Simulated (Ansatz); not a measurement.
# Cu/BN/Zn: conductance against the thickness of the layer, part 4 of 6

How fast does the current through Cu/BN/Zn fall with each added layer? The lower electrode is Cu fcc(111), the upper one Zn hcp(0001); the barrier is BN zinc blende(111) (whole bilayers). In the first transport cell, after relaxation, the nearest pair of electrode and barrier is Cu–N at 2.00 Å, along the normal, at the lower face and Zn–B at 2.70 Å, at a slant, too long for a bond, at the upper one. A gap without bonds adds to the barrier. All share a net of side 2.567 Å, which strains the lower electrode by +0.0 %, the upper one by -3.5 % and the barrier by +0.0 %, against typed lattice constants near PBE's. The first steps treat the bulk electrodes alone.

Ansatz 0.2.0; PBE DFT, plane waves, PAW files (the session's first sound run).

So far, transmission at the Fermi level (a spin, zone mean): step 5 (the open system: T(E)) 0.0102. Also channels of the lower lead: step 5 0.806.

**6. Conductance, atomic planes in the barrier 4, gap between the electrodes 6.81 Å**

Level of this step: PBE DFT, plane waves, PAW files; ballistic transmission by layer matching between semi-infinite leads (Ansatz).

System of this step: Cu/BN/Zn. The cell holds 23 atoms: 8 Cu, 2 N, 2 B and 11 Zn. Cell: a = 2.567 Å, b = 2.567 Å, c = 61.388 Å, α = 90.0°, β = 90.0°, γ = 120.0°. Regions: left electrode, 8 atoms (8 Cu); barrier, 4 atoms (2 N and 2 B); right electrode, 11 atoms (11 Zn). Vacuum lies along c.

The conductance needs T(E) within ten thermal energies of the Fermi level, on steps under 1.5 kT, and a finer mesh (36×36), since the current can rest on few wavevectors.

input.yaml reads:

```yaml
crystal:
  lattice:
    - [2.567, 0.0, 0.0]
    - [-1.2835, 2.2230872115, 0.0]
    - [0.0, 0.0, 61.3881948764]
  atoms:
    - { symbol: Cu, position: [0.66666667, 0.33333333, 0.1140284384] }
    - { symbol: Cu, position: [0.0, 0.0, 0.148149457] }
    - { symbol: Cu, position: [0.33333333, 0.66666667, 0.1822704755] }
    - { symbol: Cu, position: [0.66666667, 0.33333333, 0.2163914941] }
    - { symbol: Cu, position: [0.0, 0.0, 0.2505125126] }
    - { symbol: Cu, position: [0.33333333, 0.66666667, 0.2846335312] }
    - { symbol: Cu, position: [0.66666667, 0.33333333, 0.3187545498] }
    - { symbol: Cu, position: [0.0, 0.0, 0.3524347246] }
    - { symbol: "N", position: [0.0, 0.0, 0.3850071571] }
    - { symbol: B, position: [0.33333333, 0.66666667, 0.3920390547] }
    - { symbol: "N", position: [0.33333333, 0.66666667, 0.4191604172] }
    - { symbol: B, position: [0.66666667, 0.33333333, 0.4265437846] }
    - { symbol: Zn, position: [0.0, 0.0, 0.4633010874] }
    - { symbol: Zn, position: [0.33333333, 0.66666667, 0.5033886466] }
    - { symbol: Zn, position: [0.0, 0.0, 0.5458978593] }
    - { symbol: Zn, position: [0.33333333, 0.66666667, 0.5884070721] }
    - { symbol: Zn, position: [0.0, 0.0, 0.6309162849] }
    - { symbol: Zn, position: [0.33333333, 0.66666667, 0.6734254977] }
    - { symbol: Zn, position: [0.0, 0.0, 0.7159347105] }
    - { symbol: Zn, position: [0.33333333, 0.66666667, 0.7584439232] }
    - { symbol: Zn, position: [0.0, 0.0, 0.800953136] }
    - { symbol: Zn, position: [0.33333333, 0.66666667, 0.8434623488] }
    - { symbol: Zn, position: [0.0, 0.0, 0.8859715616] }
kpoints:
  mp_grid: { grid: [12, 12, 1] }
scf:
  occupations: { method: fermi_dirac, width: 0.1 }
  max_iter: 150
hamiltonian:
  xc: pbe
output:
  transmission:
    kmesh: [36, 36]
    e_range: [-0.26, 0.27]
    de: 0.0375
    leads: [[3, 4], [17, 19]]
```

On the command line:

```
ansatz run input.yaml --threads 4 --pin off --max-ram 18432MiB --backend cpu --events-out ev --progress --plain --runs-dir out
```

Numbers of over 12 decimals in the logs are rounded to 6 here.

Output:

```text
[...]
Crystal: 23 atoms, lattice volume = 350.322 Å³
Basis set: ecut = 420 eV, 7015 PW (Γ)
Bands: 180, of which v1, the nominal top of the filled ones, is band 150 counted from 1 (149 counted from 0)
Symmetry: 6 space group operations
[...]
k-points: 19 of 144 (time reversal used)
[...]
SCF iter   1: F=—  HF=-90592.710383 eV  |F-HF|=—  |Δ(HF+E_count)|=         —  Δρ=7.28e-3  dr2=1.75e1  ethr=1.77e-3  ⟨swp⟩=7.4  Hψ=14815  notcnv=0  defer=140
[...]
SCF iter  12: F=-90592.569329 eV  HF=-90592.569329 eV  |F-HF|=4.93e-8  |Δ(HF+E_count)|=   4.38e-9  Δρ=2.45e-6  dr2=5.14e-8  ethr=3.33e-11  ⟨swp⟩=2.7  Hψ=7109  notcnv=0
SCF 1 converged in 12 iterations: F = -90592.569329 eV  dr2 = 5.14e-8
[...]
transmission: 526 of 5207 steps passed
transmission: 1043 of 5207 steps passed
[...]
transmission: 5207 of 5207 steps passed
SCF converged after 12 iterations
Free energy (F): -90592.569329 eV
[...]
Internal energy: -90592.401714 eV  (E = F + TS)
E sigma→0 (E₀):  -90592.485522 eV
Entropy (-TS):   -0.167615 eV (-7.288 meV/atom)
Fermi energy:    9.782495 eV
[...]
--- Band table (eV; the first three rows and the last of 19) ---
  k-point 0: bands = [... 146 lower, 7.9606, 7.9606, 8.0799, 8.1022, 8.1022, 8.1943, 8.1943, 8.5013, ... 26 higher]
  k-point 1: bands = [... 146 lower, 7.8705, 7.9534, 7.9747, 8.0993, 8.1717, 8.1975, 8.3981, 8.4027, ... 26 higher]
  k-point 2: bands = [... 146 lower, 7.9374, 8.0234, 8.0878, 8.2023, 8.2696, 8.2777, 8.4530, 8.9655, ... 26 higher]
  k-point 18: bands = [... 146 lower, 11.0445, 11.1913, 11.2445, 11.2958, 11.6441, 11.6988, 12.1697, 12.5094, ... 26 higher]
--- Transmission ---
  basis      : 55 plane waves across, 41 finite elements along
  points     : 127, standing for a mesh of 36 x 36
  filling    : by the input's occupations and mesh, since the crystals that have channels conduct as metals do. If one of these is a semiconductor, that mesh has misplaced its level
[...]
filled         : 21.4 meV under the level at which it is neutral
    channels       : 7.939815e-1 a spin
    conductance    : 1.0753e15 S/m² at 300 K; may be off by some 0.0 % by where its bands' edges are placed, 2.2 % from the k-mesh, 0.4 % from the distance to neutral
    slowest decay  : 0.0753 /Å at (0.4444, 0.1111)
[...]
filled         : 29.3 meV over the level at which it is neutral
    channels       : 5.979938e-1 a spin
[...]
slowest decay  : 0.0129 /Å at (0.2500, 0.1111)
  junction   : crystal 0 to crystal 1, 13.63 to 38.12 Å
    transmission   : 1.025021e-1 a spin
    conductance    : 1.4107e14 S/m² at 300 K (1.3873e14 on every other point, 1.4124e14 on every other energy)
    error estimate : 0.1 % from the energy spacing and 0.0 % from band edges of the leads and from resonances (wavevectors taken as independent; lower de), 4.8 % from the k-mesh, 11.3 % from the steps of its leads' Hamiltonians or their offsets (lay more layers), 2.3 % from the distance to neutral
    resistance     : 6.0107e-3 Ω µm² beyond half of each lead's own
```

Run time: 2.5 min. Hardware: 4 threads of Arm Neoverse V1, shared host; peak memory 2 GiB; 9.6 min of CPU time.

This step gave:

* free energy: -90592.5693 eV
* Fermi energy: 9.782 eV
* transmission at the Fermi level (a spin, zone mean): 0.1025
* channels of the lower lead: 0.7940
* channels of the upper lead: 0.5980
* potential step in the lower lead: 23.7 meV
* ballistic conductance of the lower lead: 1.08e15 S/m²
* potential step in the upper lead: 35.8 meV
* ballistic conductance of the upper lead: 8.16e14 S/m²
* junction conductance: 1.41e14 S/m²
* error estimates by source, in the log's order: 0.1, 0, 4.8, 11.3, 2.3 %
* resistance-area product beyond the leads: 0.006011 Ω um²

One spin. Table of transmission, zone mean by energy, zero at the Fermi level:

| energy (eV) | transmission, zone mean |
| --- | --- |
| -0.260 | 0.121 |
| -0.223 | 0.125 |
| -0.185 | 0.117 |
| -0.147 | 0.111 |
| -0.110 | 0.112 |
| -0.072 | 0.113 |
| -0.035 | 0.106 |
| 0.003 | 0.103 |
| 0.040 | 0.102 |
| 0.077 | 0.0970 |
| 0.115 | 0.0920 |
| 0.152 | 0.0881 |
| 0.190 | 0.0860 |
| 0.228 | 0.0826 |
| 0.265 | 0.0791 |

One spin. The open channels, zone mean by energy, zero at the Fermi level:

| energy (eV) | lower lead | upper lead |
| --- | --- | --- |
| -0.260 | 0.780 | 0.603 |
| -0.223 | 0.780 | 0.603 |
| -0.185 | 0.780 | 0.584 |
| -0.147 | 0.780 | 0.589 |
| -0.110 | 0.785 | 0.589 |
| -0.072 | 0.785 | 0.598 |
| -0.035 | 0.785 | 0.598 |
| 0.003 | 0.794 | 0.598 |
| 0.040 | 0.799 | 0.607 |
| 0.077 | 0.803 | 0.617 |
| 0.115 | 0.822 | 0.612 |
| 0.152 | 0.822 | 0.603 |
| 0.190 | 0.822 | 0.593 |
| 0.228 | 0.822 | 0.593 |
| 0.265 | 0.822 | 0.566 |

Transmission over k1 and k2. At 0.0025 eV from the Fermi level.

Ten even steps from '_' (0.000) to '@' (0.349), each cell a mean:
```
________________________________________________________________________
________________________________________________________________________
____________________++====++____________________________________________
____________..++****##########**##++::..________________________________
____________**######%%%%%%@@%%%%%%####**++______________________________
__________==####%%%%%%@@@@@@@@@@@@@@%%%%####--==________________________
__________%%##%%%%@@@@@@@@@@@@@@@@@@@@@@@@%%%%####::____________________
__________%%##%%@@@@@@@@@@%%%%####%%%%@@@@@@@@%%%%##**__________________
____________####%%@@@@@@@@##++::..::--**%%@@@@@@@@%%##--________________
____________**##%%@@@@@@@@##--__________::**@@@@@@@@%%##**..____________
____________..####%%@@@@@@%%++____________..**%%@@@@@@%%##**____________
______________::####%%@@@@@@%%++..__________--##@@@@@@%%####++__________
________________..**##%%@@@@@@%%**--..______==##@@@@@@@@%%####__________
____________________%%##%%@@@@@@@@%%##**++++##%%@@@@@@@@@@%%##++________
______________________++##%%%%@@@@@@@@@@@@@@@@@@@@@@@@@@%%%%##%%________
________________________::##**##%%%%@@@@@@@@@@@@@@@@@@%%%%####%%________
______________________________--######%%%%@@@@@@@@%%%%%%######__________
__________________________________--++**####%%%%%%%%######**--__________
______________________________________..::::::%%####%%::::..____________
________________________________________________________________________
________________________________________________________________________
________________________________________________________________________
```
Columns: k1 (b1) from -0.5 to 0.472; rows upwards: k2 (b2) from -0.5 to 0.472.

G = 1.4e14 S/m² (1/G = 0.00709 Ω µm²). The largest error estimate is 11 %, from the leads' potential steps. In the worse lead the potential repeats within 36 meV, which the program flags as too much for a lead, so G carries that doubt. By hand, Landauer's formula with T at one energy: G = (e²/h) ΣT / A = 3.874e-5 S × 0.205 / 5.707 Å² = 1.4e14 S/m², with T summed over both spins. The printed value averages T over the Fermi window and is 1.0 times this.

**7. Conductance on a fine mesh, atomic planes in the barrier 6, gap between the electrodes 8.92 Å**

System of this step: Cu/BN/Zn. The cell holds 25 atoms: 8 Cu, 3 N, 3 B and 11 Zn. Its edges and angles: a = 2.567 Å, b = 2.567 Å, c = 63.502 Å, α = 90.0°, β = 90.0°, γ = 120.0°. Regions: left electrode, 8 atoms (8 Cu); barrier, 6 atoms (3 N and 3 B); right electrode, 11 atoms (11 Zn). Vacuum lies along c.

Barrier layers are added or taken out in the middle, and the relaxed faces stay.

input.yaml reads:

```yaml
crystal:
  lattice:
    - [2.567, 0.0, 0.0]
    - [-1.2835, 2.2230872115, 0.0]
    - [0.0, 0.0, 63.502421922]
  atoms:
    - { symbol: Cu, position: [0.66666667, 0.33333333, 0.1102320162] }
    - { symbol: Cu, position: [0.0, 0.0, 0.1432170217] }
    - { symbol: Cu, position: [0.33333333, 0.66666667, 0.1762020272] }
    - { symbol: Cu, position: [0.66666667, 0.33333333, 0.2091870327] }
    - { symbol: Cu, position: [0.0, 0.0, 0.2421720382] }
    - { symbol: Cu, position: [0.33333333, 0.66666667, 0.2751570437] }
    - { symbol: Cu, position: [0.66666667, 0.33333333, 0.3081420492] }
    - { symbol: Cu, position: [0.0, 0.0, 0.3407008882] }
    - { symbol: "N", position: [0.0, 0.0, 0.3721888658] }
    - { symbol: B, position: [0.33333333, 0.66666667, 0.3789866459] }
    - { symbol: "N", position: [0.33333333, 0.66666667, 0.4052050394] }
    - { symbol: B, position: [0.66666667, 0.33333333, 0.412595487] }
    - { symbol: "N", position: [0.66666667, 0.33333333, 0.4387684698] }
    - { symbol: B, position: [0.0, 0.0, 0.4456362318] }
    - { symbol: Zn, position: [0.33333333, 0.66666667, 0.48116975] }
    - { symbol: Zn, position: [0.66666667, 0.33333333, 0.5199226483] }
    - { symbol: Zn, position: [0.33333333, 0.66666667, 0.5610165745] }
    - { symbol: Zn, position: [0.66666667, 0.33333333, 0.6021105006] }
    - { symbol: Zn, position: [0.33333333, 0.66666667, 0.6432044268] }
    - { symbol: Zn, position: [0.66666667, 0.33333333, 0.684298353] }
    - { symbol: Zn, position: [0.33333333, 0.66666667, 0.7253922791] }
    - { symbol: Zn, position: [0.66666667, 0.33333333, 0.7664862053] }
    - { symbol: Zn, position: [0.33333333, 0.66666667, 0.8075801315] }
    - { symbol: Zn, position: [0.66666667, 0.33333333, 0.8486740577] }
    - { symbol: Zn, position: [0.33333333, 0.66666667, 0.8897679838] }
kpoints:
  mp_grid: { grid: [12, 12, 1] }
scf:
  occupations: { method: fermi_dirac, width: 0.1 }
  max_iter: 150
hamiltonian:
  xc: pbe
output:
  transmission:
    kmesh: [36, 36]
    e_range: [-0.26, 0.27]
    de: 0.0375
    leads: [[3, 4], [19, 21]]
```

Output:

```text
[...]
Crystal: 25 atoms, lattice volume = 362.387 Å³
Basis set: ecut = 420 eV, 7251 PW (Γ)
Bands: 185, of which v1, the nominal top of the filled ones, is band 154 counted from 1 (153 counted from 0)
Symmetry: 6 space group operations
[...]
k-points: 19 of 144 (time reversal used)
[...]
SCF iter   1: F=—  HF=-91134.866034 eV  |F-HF|=—  |Δ(HF+E_count)|=         —  Δρ=8.84e-3  dr2=1.80e1  ethr=1.77e-3  ⟨swp⟩=7.4  Hψ=15359  notcnv=0  defer=162
[...]
SCF iter  12: F=-91134.671784 eV  HF=-91134.671784 eV  |F-HF|=4.86e-8  |Δ(HF+E_count)|=   1.04e-8  Δρ=1.75e-6  dr2=5.61e-8  ethr=3.25e-11  ⟨swp⟩=16.4  Hψ=19511  notcnv=0
SCF 1 converged in 12 iterations: F = -91134.671784 eV  dr2 = 5.61e-8
[...]
transmission: 574 of 5715 steps passed
transmission: 1143 of 5715 steps passed
[...]
transmission: 5715 of 5715 steps passed
SCF converged after 12 iterations
Free energy (F): -91134.671784 eV
[...]
Internal energy: -91134.502621 eV  (E = F + TS)
E sigma→0 (E₀):  -91134.587203 eV
Entropy (-TS):   -0.169163 eV (-6.767 meV/atom)
Fermi energy:    9.849629 eV
[...]
--- Band table (eV; the first three rows and the last of 19) ---
  k-point 0: bands = [... 150 lower, 8.0711, 8.0711, 8.1922, 8.1922, 8.2423, 8.2681, 8.2681, 8.6388, ... 27 higher]
  k-point 1: bands = [... 150 lower, 7.9730, 8.0623, 8.1426, 8.1900, 8.2717, 8.4178, 8.5786, 8.7709, ... 27 higher]
  k-point 2: bands = [... 150 lower, 8.0361, 8.1249, 8.1803, 8.2800, 8.3858, 8.4873, 8.5535, 9.1001, ... 27 higher]
  k-point 18: bands = [... 150 lower, 11.1148, 11.2551, 11.3207, 11.3617, 11.7071, 11.7642, 12.2344, 12.5574, ... 27 higher]
--- Transmission ---
  basis      : 55 plane waves across, 45 finite elements along
  points     : 127, standing for a mesh of 36 x 36
[...]
filled         : 26.8 meV under the level at which it is neutral
    channels       : 7.939815e-1 a spin
[...]
slowest decay  : 0.0764 /Å at (0.0833, 0.0000)
[...]
filled         : 40.3 meV over the level at which it is neutral
    channels       : 5.979938e-1 a spin
[...]
slowest decay  : 0.0055 /Å at (0.2500, 0.1111)
  junction   : crystal 0 to crystal 1, 13.63 to 41.45 Å
    transmission   : 3.155750e-2 a spin
[...]
resistance     : 2.2109e-2 Ω µm² beyond half of each lead's own
```

Wall time 2.5 min (4 threads); peak memory 2.1 GiB; 9.7 min of CPU time.

Numbers from this step:

```
free energy                                         : -91134.6718 eV
Fermi energy                                        : 9.850 eV
transmission at the Fermi level (a spin, zone mean) : 0.03156
potential step in the lower lead                    : 24.7 meV
ballistic conductance of the lower lead             : 1.07e15 S/m²
potential step in the upper lead                    : 41.4 meV
ballistic conductance of the upper lead             : 8.17e14 S/m²
junction conductance                                : 4.31e13 S/m²
error estimates by source, in the log's order       : 0.4, 0, 3.9, 14, 5.4 %
resistance-area product beyond the leads            : 0.02211 Ω um²
```

One spin. The transmission, zone mean by energy, zero at the Fermi level:

| energy (eV) | transmission, zone mean |
| --- | --- |
| -0.260 | 0.0447 |
| -0.223 | 0.0444 |
| -0.185 | 0.0411 |
| -0.147 | 0.0383 |
| -0.110 | 0.0366 |
| -0.072 | 0.0352 |
| -0.035 | 0.0329 |
| 0.003 | 0.0316 |
| 0.040 | 0.0304 |
| 0.077 | 0.0284 |
| 0.115 | 0.0264 |
| 0.152 | 0.0249 |
| 0.190 | 0.0240 |
| 0.228 | 0.0227 |
| 0.265 | 0.0214 |

One spin. The open channels, zone mean by energy, zero at the Fermi level:

| energy (eV) | lower lead | upper lead |
| --- | --- | --- |
| -0.260 | 0.780 | 0.593 |
| -0.223 | 0.780 | 0.584 |
| -0.185 | 0.780 | 0.584 |
| -0.147 | 0.780 | 0.589 |
| -0.110 | 0.785 | 0.579 |
| -0.072 | 0.785 | 0.598 |
| -0.035 | 0.785 | 0.598 |
| 0.003 | 0.794 | 0.598 |
| 0.040 | 0.794 | 0.607 |
| 0.077 | 0.803 | 0.612 |
| 0.115 | 0.822 | 0.612 |
| 0.152 | 0.822 | 0.584 |
| 0.190 | 0.822 | 0.593 |
| 0.228 | 0.822 | 0.584 |
| 0.265 | 0.822 | 0.566 |

Transmission over k1 and k2. At 0.0025 eV from the Fermi level.

Ten even steps from '0' (0.000) to '9' (0.151), each cell a mean:
```
000000000000000000000000000000000000
000000000000000000000000000000000000
000000000011110000000000000000000000
000000144333333344110000000000000000
000000443344555444443000000000000000
000001334456777766544311000000000000
000002235677899998776543200000000000
000002245789999999998765322000000000
000000335789996222479997643100000000
000000434579994000003899764331000000
000000143468996000000289875434000000
000000024346899610000049987543400000
000000001335689984100059998643300000
000000000033467999876789998754310000
000000000001235678899999987654220000
000000000000023445678888776543320000
000000000000000143445566654433400000
000000000000000003344333333344300000
000000000000000000011112223111000000
000000000000000000000000000000000000
000000000000000000000000000000000000
000000000000000000000000000000000000
```
Columns: k1 (b1) from -0.5 to 0.472; rows upwards: k2 (b2) from -0.5 to 0.472.

G = 4.3e13 S/m² (1/G = 0.0232 Ω µm²), 0.31 times the step before of this kind. The largest error estimate is 14 %, from the leads' potential steps. In the worse lead the potential repeats within 41 meV, which the program flags as too much for a lead, so G carries that doubt.

(Part 4 of 6 ends here.)

[Logs are printed without paths, hosts, clocks, repeated set-up lines and the standing remarks that a program may print on its own settings, such as how far it seeks lower states.]

[Hosts, paths, dates, database ids (printed as entryN), source tags and the programs' standing remarks are cut or masked in the printed files.]
